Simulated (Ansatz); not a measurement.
# Re (P6_3/mmc) in Ansatz: further runs

The runs below take Re through single point, with PBE.

Program: Ansatz 0.2.0. These are calculated values, not measurements. Logs are shortened: lines on timing, memory, paths and dates and some standing lists are left out, and cuts for length are marked.

## 1. The crystal as given

It takes space group P6_3/mmc (No. 194, hexagonal). The conventional cell has a = 2.766 Å, b = 2.766 Å, c = 8.939 Å, α = 90.00°, β = 90.00°, γ = 120.00°. Re (site symmetry -6m2) is surrounded by 12 Re at 2.75 to 2.77 Å. Around Re (site symmetry -3m) lie 12 Re at 2.75 to 2.77 Å.

## 2. Single point, PBE

input.yaml reads:

```yaml
crystal:
  lattice:
    - [2.7663873939, 0.0, 0.0]
    - [-1.3831936969, 2.3957617598, 0.0]
    - [0.0, 0.0, 8.93884516]
  atoms:
    - { symbol: Re, position: [0.6666666667, 0.3333333333, 0.75] }
    - { symbol: Re, position: [0.0, 0.0, 0.5] }
    - { symbol: Re, position: [0.3333333333, 0.6666666667, 0.25] }
    - { symbol: Re, position: [0.0, 0.0, 0.0] }
hamiltonian:
  xc: pbe
  pseudopotentials: { kind: paw }
kpoints:
  mp_grid: { grid: [11, 11, 3] }
scf:
  occupations: { method: gaussian, width: 0.015 }
output:
  forces: true
  stress: true
  eigenvalues: true
```

Potentials or basis: Ansatz PAW.

Launch:

```bash
ansatz run input.yaml --threads 2 --pin off --max-ram 5632MiB --backend cpu --events-out ev --progress --plain --runs-dir out
```

What it wrote:

```text
Warning: RAYON_NUM_THREADS=2 ignored (pool sized by the plan → 2); use --threads N
Engine: ansatz 0.2.0, x86_64-unknown-linux-gnu
Pseudopotentials: kind: paw
Pseudopotential: Re, paw, valence charge 15, recommended cutoff 420 eV (normal), Re.paw.azcp
Functional definition: PBE
  parameter kappa = 0.804
  parameter beta = 0.06672455060314922
  exchange = pbe_x(kappa = kappa, mu = beta*pi^2/3)
  correlation = pbe_c(beta = beta)
Crystal: 4 atoms, lattice volume = 59.243 Å³
Basis set: ecut = 420 eV, 1157 PW (Γ), exchange–correlation on 40×40×120 points (8 copies of the dense FFT grid, shifted against one another)
Bands: 36, of which v1, the nominal top of the filled ones, is band 30 counted from 1 (29 counted from 0)
Symmetry: 24 space group operations
Space group: P63/mmc (ITA 194), of the structure as read, at distance tolerance 3.9e-5 Å
k-points: 32 of 363
Non-local potential: Re, projectors of the file, l = 0: 3, l = 1: 2, l = 2: 2, l = 3: 1
PAW form: soft (Blöchl's): semilocal exchange-correlation on the pseudo side does not see the compensation charge
PAW one-centre angular grid: Re, 590 points (default); XC on 64 Gauss nodes
Initial density: superposition of atomic densities (neutral atoms: chi_scale 0, normalization atom), corrected by the library's trained network
Initial wavefunctions: pseudopotential atomic-orbital guess
Functional: x = pbe(κ = 0.804, μ = 0.2195149727645171), c = pbe(β = 0.06672455060314922)
SCF iter   1: F=—  HF=-43472.296249 eV  |F-HF|=—  |Δ(HF+E_count)|=         —  Δρ=9.34e-3  dr2=2.84e-2  ethr=1.77e-3  ⟨swp⟩=5.9  Hψ=4021  notcnv=0
preconditioner: auto → Kerker (q_TF=auto, 2.734 Å⁻¹)  [metal: Δε(μ)=0.010 eV  Ē_g=5.455 eV  σ=0.015 eV  W_gap=0.37  n_scr=24 (ndim 8)  ℏωp=25.5 eV  f_vac=0.000  D(μ)=6.59/eV (n_scr^D=78)]
SCF iter   2: F=—  HF=-43472.296632 eV  |F-HF|=—  |Δ(HF+E_count)|=   3.83e-4  Δρ=5.06e-3  dr2=7.52e-3  ethr=4.74e-5  ⟨swp⟩=2.0  Hψ=1876  notcnv=0  defer=50
preconditioner: auto → Resta (q_TF=auto, 2.734 Å⁻¹)  ε∞=22.9  [insulator: Δε(μ)=0.038 eV  Ē_g=5.454 eV  σ=0.015 eV  W_gap=0.52  n_scr=24 (ndim 8)  ℏωp=25.5 eV  f_vac=0.000  D(μ)=7.74/eV (n_scr^D=108)  ε∞_Penn≈22.9]
SCF iter   3: F=—  HF=-43472.297031 eV  |F-HF|=—  |Δ(HF+E_count)|=   4.00e-4  Δρ=6.02e-4  dr2=1.52e-4  ethr=1.25e-5  ⟨swp⟩=2.0  Hψ=1648  notcnv=0  defer=50
SCF iter   4: F=—  HF=-43472.297032 eV  |F-HF|=—  |Δ(HF+E_count)|=   3.21e-7  Δρ=6.88e-5  dr2=2.45e-6  ethr=2.54e-7  ⟨swp⟩=2.2  Hψ=1473  notcnv=0  defer=50
SCF iter   5: F=—  HF=-43472.297104 eV  |F-HF|=—  |Δ(HF+E_count)|=   7.29e-5  Δρ=1.59e-5  dr2=1.93e-7  ethr=4.08e-9  ⟨swp⟩=2.0  Hψ=1536  notcnv=0  defer=50
SCF iter   6: F=-43472.297104 eV  HF=-43472.297104 eV  |F-HF|=2.18e-10  |Δ(HF+E_count)|=   1.53e-8  Δρ=2.37e-6  dr2=2.17e-9  ethr=1.67e-10  ⟨swp⟩=6.8  Hψ=4074  notcnv=0
SCF 1 converged in 6 iterations: F = -43472.297104 eV  dr2 = 2.17e-9
SCF converged after 6 iterations
Free energy (F): -43472.297104 eV
Harris-Foulkes:  -43472.297104 eV  (|F-HF|=2.18e-10)
Internal energy: -43472.296223 eV  (E = F + TS)
E sigma→0 (E₀):  -43472.296664 eV
Entropy (-TS):   -0.000881 eV (-0.220 meV/atom)
Fermi energy:    23.878367 eV
--- Per-component energies (eV) ---
  E_band       = -296.330984
  E_kinetic    = 2164.492591
  E_local      = -3051.360282  (includes V_loc(G=0)·N_el)
  E_nonlocal   = 193.716746
  E_hartree    = 1093.663659
  E_xc         = -1616.260035
  E_vxc        = -1216.775478  (∫ρ·V_xc dr)
  E_paw        = -34635.849980  (= ΣΔE_a)
  E_vpaw       = -573.731932  (= ΣTr[D̂ρ^β])
  E_aug_tail   = -0.000311  (compensation charges beyond the density's cutoff)
  E_ewald      = -7620.698610
  E_smearing   = -0.000881  (= −TS)
  E_closure    = -0.000000  (closes the sum)
  Σ components = -43472.297104   (vs F -43472.297104, Δ=0.00e0)
--- Forces (eV/Å), atoms counted from 1 ---
  atom   1  Re    -0.00000000     0.00000000     0.00000000
  atom   2  Re     0.00000000    -0.00000000     0.00000000
  atom   3  Re     0.00000000    -0.00000000     0.00000000
  atom   4  Re     0.00000000     0.00000000     0.00000000
  max |Σ_I F_I| component: 9.25e-18 eV/Å
--- Stress (GPa, compression-positive) ---
        3.172410       0.000000       0.000000
        0.000000       3.172410       0.000000
        0.000000       0.000000       3.866365
  P = ⅓ Tr σ = 3.4037 GPa (34.037 kbar)
--- Band table (eV; the first three rows and the last of 32) ---
  k-point 0: bands = ["-55.9742", "-55.9269", "-55.8991", "-55.8513", "-18.4875", "-17.9377", "-17.8512", "-17.4394", "-17.4394", "-17.3620", "-17.3620", "-17.3458", "-17.3458", "-17.2671", "-17.2671", "-17.2601", "13.9896", "16.2986", "16.3770", "17.2452", "21.3694", "21.4575", "21.9893", "21.9893", "22.0141", "22.0141", "22.2752", "22.6891", "22.6891", "22.7938", "22.7938", "24.3882", "24.5393", "24.5393", "25.4039", "25.4039"]
  k-point 1: bands = ["-55.9665", "-55.9459", "-55.8800", "-55.8592", "-18.4107", "-18.1980", "-17.5806", "-17.4282", "-17.4282", "-17.3974", "-17.3974", "-17.3473", "-17.3101", "-17.3101", "-17.2786", "-17.2786", "14.3178", "15.2114", "17.0809", "17.2494", "21.6116", "22.0631", "22.0936", "22.0953", "22.0953", "22.1303", "22.1303", "22.5132", "22.5132", "22.5921", "22.5921", "23.5376", "24.8297", "24.8297", "25.2735", "25.2735"]
  k-point 2: bands = ["-55.9664", "-55.9212", "-55.8934", "-55.8477", "-18.4569", "-17.9465", "-17.8632", "-17.5105", "-17.4626", "-17.4153", "-17.3976", "-17.3791", "-17.3628", "-17.3403", "-17.2779", "-17.2727", "14.3271", "16.6102", "16.6852", "17.5641", "20.9625", "21.2344", "21.6977", "21.7203", "22.0491", "22.2314", "22.2570", "22.7884", "22.9365", "22.9861", "23.0623", "23.4165", "24.1776", "24.3023", "25.5840", "25.8270"]
  k-point 31: bands = ["-55.8473", "-55.8467", "-55.8176", "-55.8170", "-18.2320", "-18.2235", "-18.1601", "-18.1008", "-17.9856", "-17.9769", "-17.8887", "-17.8222", "-17.6486", "-17.6055", "-17.5593", "-17.4889", "18.7814", "18.8471", "19.3722", "19.3929", "19.8304", "20.0309", "20.2271", "20.4520", "21.4346", "21.6924", "21.7393", "22.0880", "23.6882", "23.8921", "24.9992", "25.3327", "26.8922", "27.1714", "27.4013", "27.6226"]
```

It took 1.1 s on 2 threads of Intel Xeon Platinum 8488C (Sapphire Rapids), shared host; peak memory 0.41 GiB.

What came out:

```
Free energy            : -43472.2971 eV
Pressure               : 3.4 GPa
Band gap on the k mesh : none (metal or under the smearing width)
```

## 3. Single point, PBE

input.yaml: that of step 2 with these lines changed.

```diff
@@ -16,3 +16,3 @@
 scf:
-  occupations: { method: gaussian, width: 0.015 }
+  occupations: { method: gaussian, width: 0.016 }
 output:
```

Potentials or basis: Ansatz PAW.

Launch:

```bash
ansatz run input.yaml --threads 2 --pin off --max-ram 5632MiB --backend cpu --events-out ev --progress --plain --runs-dir out
```

What it wrote:

```text
Warning: RAYON_NUM_THREADS=2 ignored (pool sized by the plan → 2); use --threads N
[... 8 set-up lines as earlier in the session ...]
Crystal: 4 atoms, lattice volume = 59.243 Å³
Basis set: ecut = 420 eV, 1157 PW (Γ), exchange–correlation on 40×40×120 points (8 copies of the dense FFT grid, shifted against one another)
Bands: 36, of which v1, the nominal top of the filled ones, is band 30 counted from 1 (29 counted from 0)
[... 2 set-up lines as earlier in the session ...]
k-points: 32 of 363
[... 2 set-up lines as earlier in the session ...]
[... 29 lines left out ...]
  E_paw        = -34635.849907  (= ΣΔE_a)
  E_vpaw       = -573.731851  (= ΣTr[D̂ρ^β])
  E_aug_tail   = -0.000311  (compensation charges beyond the density's cutoff)
  E_ewald      = -7620.698610
  E_smearing   = -0.000948  (= −TS)
  E_closure    = 0.000000  (closes the sum)
  Σ components = -43472.297163   (vs F -43472.297163, Δ=0.00e0)
--- Forces (eV/Å), atoms counted from 1 ---
  atom   1  Re     0.00000000     0.00000000     0.00000000
  atom   2  Re     0.00000000     0.00000000     0.00000000
  atom   3  Re    -0.00000000    -0.00000000     0.00000000
  atom   4  Re    -0.00000000     0.00000000    -0.00000000
  max |Σ_I F_I| component: 9.25e-18 eV/Å
--- Stress (GPa, compression-positive) ---
        3.168022       0.000000       0.000000
        0.000000       3.168022       0.000000
        0.000000       0.000000       3.875725
  P = ⅓ Tr σ = 3.4039 GPa (34.039 kbar)
--- Band table (eV; the first three rows and the last of 32) ---
  k-point 0: bands = ["-55.9742", "-55.9269", "-55.8992", "-55.8513", "-18.4876", "-17.9377", "-17.8512", "-17.4394", "-17.4394", "-17.3620", "-17.3620", "-17.3458", "-17.3458", "-17.2670", "-17.2670", "-17.2601", "13.9896", "16.2986", "16.3770", "17.2452", "21.3694", "21.4574", "21.9893", "21.9893", "22.0141", "22.0141", "22.2751", "22.6892", "22.6892", "22.7938", "22.7938", "24.3881", "24.5393", "24.5393", "25.4039", "25.4039"]
  k-point 1: bands = ["-55.9665", "-55.9459", "-55.8800", "-55.8592", "-18.4107", "-18.1981", "-17.5806", "-17.4282", "-17.4282", "-17.3974", "-17.3974", "-17.3473", "-17.3101", "-17.3101", "-17.2786", "-17.2786", "14.3178", "15.2114", "17.0809", "17.2494", "21.6116", "22.0631", "22.0936", "22.0953", "22.0953", "22.1303", "22.1303", "22.5132", "22.5132", "22.5921", "22.5921", "23.5376", "24.8297", "24.8297", "25.2735", "25.2735"]
  k-point 2: bands = ["-55.9664", "-55.9212", "-55.8934", "-55.8477", "-18.4569", "-17.9465", "-17.8633", "-17.5105", "-17.4626", "-17.4153", "-17.3976", "-17.3791", "-17.3628", "-17.3403", "-17.2779", "-17.2727", "14.3271", "16.6102", "16.6852", "17.5641", "20.9625", "21.2344", "21.6977", "21.7203", "22.0492", "22.2314", "22.2570", "22.7884", "22.9365", "22.9862", "23.0622", "23.4165", "24.1776", "24.3022", "25.5840", "25.8270"]
  k-point 31: bands = ["-55.8473", "-55.8467", "-55.8177", "-55.8171", "-18.2320", "-18.2235", "-18.1601", "-18.1008", "-17.9856", "-17.9769", "-17.8887", "-17.8222", "-17.6486", "-17.6055", "-17.5593", "-17.4890", "18.7814", "18.8471", "19.3722", "19.3929", "19.8304", "20.0309", "20.2271", "20.4520", "21.4346", "21.6924", "21.7393", "22.0880", "23.6882", "23.8921", "24.9992", "25.3327", "26.8922", "27.1714", "27.4013", "27.6226"]
```

It took 1 s on 2 threads of Intel Xeon Platinum 8488C (Sapphire Rapids), shared host; peak memory 0.41 GiB.

Results:

| Item | Value |
| --- | --- |
| Free energy | -43472.2972 eV |
| Pressure | 3.4 GPa |
| Band gap on the k mesh | none (metal or under the smearing width) |

Stress tensor (GPa, compression positive):
```
3.17 0.00 0.00
0.00 3.17 0.00
0.00 0.00 3.88
```

The run has no spin-orbit coupling, so splittings on Re are missing.

## 4. Single point, PBE

input.yaml: that of step 3 with these lines changed.

```diff
@@ -16,3 +16,3 @@
 scf:
-  occupations: { method: gaussian, width: 0.016 }
+  occupations: { method: gaussian, width: 0.017 }
 output:
```

Launch:

```bash
ansatz run input.yaml --threads 2 --pin off --max-ram 5632MiB --backend cpu --events-out ev --progress --plain --runs-dir out
```

Wall time 1 s (2 threads of Intel Xeon Platinum 8488C (Sapphire Rapids), shared host); peak memory 0.38 GiB.

The run converged. Its results:

| Quantity | Value |
| --- | --- |
| Free energy | -43472.2972 eV |
| Pressure | 3.4 GPa |
| Band gap on the k mesh | none (metal or under the smearing width) |

Stress tensor (GPa, compression positive):
```
3.16 0.00 0.00
0.00 3.16 0.00
0.00 0.00 3.88
```

Levels at points of the mesh, in eV from the Fermi level:
| k point | band 27 | band 28 | band 29 | band 30 | band 31 | band 32 | band 33 | band 34 |
| --- | --- | --- | --- | --- | --- | --- | --- | --- |
| (0.00, 0.00, 0.00) | -1.60 | -1.19 | -1.19 | -1.08 | -1.08 | 0.51 | 0.66 | 0.66 |

## 5. Single point, PBE

input.yaml: that of step 4 with these lines changed.

```diff
@@ -16,3 +16,3 @@
 scf:
-  occupations: { method: gaussian, width: 0.017 }
+  occupations: { method: gaussian, width: 0.018 }
 output:
```

Launch:

```bash
ansatz run input.yaml --threads 2 --pin off --max-ram 5632MiB --backend cpu --events-out ev --progress --plain --runs-dir out
```

Wall time 1 s (2 threads of Intel Xeon Platinum 8488C (Sapphire Rapids), shared host); peak memory 0.41 GiB.

Results (log left out):

| Property | Result |
| --- | --- |
| Free energy | -43472.2973 eV |
| Pressure | 3.4 GPa |
| Band gap on the k mesh | none (metal or under the smearing width) |

Stress tensor (GPa, compression positive):
```
3.16 0.00 0.00
0.00 3.16 0.00
0.00 0.00 3.89
```

Levels at points of the mesh, in eV from the Fermi level:
```csv
k point,band 26,band 27,band 28,band 29,band 30,band 31,band 32,band 33,band 34,band 35
"(0.00, 0.00, 0.00)",-1.86,-1.60,-1.19,-1.19,-1.08,-1.08,0.51,0.66,0.66,1.53
```

The run has no spin-orbit coupling, so splittings on Re are missing.

## 6. Overview

| smearing | gap on the mesh (eV) | pressure (GPa) |
| --- | --- | --- |
| gaussian 0.015 eV | none | 3.4 |
| gaussian 0.016 eV | none | 3.4 |
| gaussian 0.017 eV | none | 3.4 |
| gaussian 0.018 eV | none | 3.4 |

Alike in all rows: task single point; level PBE; potentials or basis Ansatz PAW; no spin polarisation; cell as given; k mesh 11 × 11 × 3; cutoff (eV) 420.

Every run on the cell as given and a fine mesh finds a metal.

Absolute energies hang on the potentials; compare differences alone.
